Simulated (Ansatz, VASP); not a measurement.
**Rh: VASP beside Ansatz**

File INCAR:

```
PREC = Accurate
ENCUT = 600
EDIFF = 1E-7
ISMEAR = 0
SIGMA = 0.1
LREAL = False
LASPH = True
NELM = 100
ALGO = Normal
ISIF = 3
LWAVE = False
LCHARG = False
GGA = PE
IVDW = 12
IBRION = 2
NSW = 100
EDIFFG = -0.005
```

The input KPOINTS:

```
regular mesh
0
Gamma
  18 18 6
```

The input POSCAR:

```
Rh
1.0
    2.6917446234      0.0000000000      0.0000000000
   -1.3458723117      2.3311192244      0.0000000000
    0.0000000000      0.0000000000      8.7980701300
Rh
4
Direct
    0.0000000000      0.0000000000      0.0000000000
    0.3333333300      0.6666666700      0.2500000000
    0.0000000000      0.0000000000      0.5000000000
    0.6666666700      0.3333333300      0.7500000000
```

Input for Ansatz:

```yaml
crystal:
  lattice:
    - [2.6917446234, 0.0, 0.0]
    - [-1.3458723117, 2.3311192244, 0.0]
    - [0.0, 0.0, 8.79807013]
  atoms:
    - { symbol: Rh, position: [0.0, 0.0, 0.0] }
    - { symbol: Rh, position: [0.33333333, 0.66666667, 0.25] }
    - { symbol: Rh, position: [0.0, 0.0, 0.5] }
    - { symbol: Rh, position: [0.66666667, 0.33333333, 0.75] }
basis:
  ecutwfc: 420
kpoints:
  mp_grid: { grid: [18, 18, 6] }
hamiltonian:
  xc: pbe
  dispersion: d3bj
scf:
  occupations: { method: gaussian, width: 0.1 }
output:
  forces: true
  stress: true
  eigenvalues: true
relax:
  adjacent_minimum: "off"
  f_tol: 0.005
  max_steps: 80
  cell: { stress_tol: 0.05 }
```

This isn't the form of Rh at room conditions, which is fcc.

Alike in both runs: task relaxation of cell and atoms; functional PBE; dispersion D3(BJ); k mesh 18 × 18 × 6; occupations gaussian, width 0.1 eV; no spin polarisation.

|  | VASP | Ansatz |
| --- | --- | --- |
| version | VASP 6.6.1 | Ansatz 0.2.0 |
| potentials or method | VASP PAW PBE potentials, release 64 (Rh_pv) | scalar-relativistic, plane waves, PAW |
| plane-wave cutoff (eV) | 600 | 420 |
| valence electrons in the cell | 60 | 68 |

```csv
,VASP,Ansatz,Ansatz less VASP
"gap on the k mesh at the Fermi level, each at its own relaxed structure (eV)",none,none,-
relaxed volume (Å³/atom),13.66,13.67,+0.006
relaxed cell length with the largest relative difference (Å),8.757,8.759,+0.0016
energy change over the relaxation (meV/atom),-1,-1,+0.1
```

A gap of «none» marks a metal or a gap that the smearing closes. The two sets of potentials don't hold the same shells in valence.

Caveats: pairwise dispersion overbinds metals, which lowers pressure and volume.
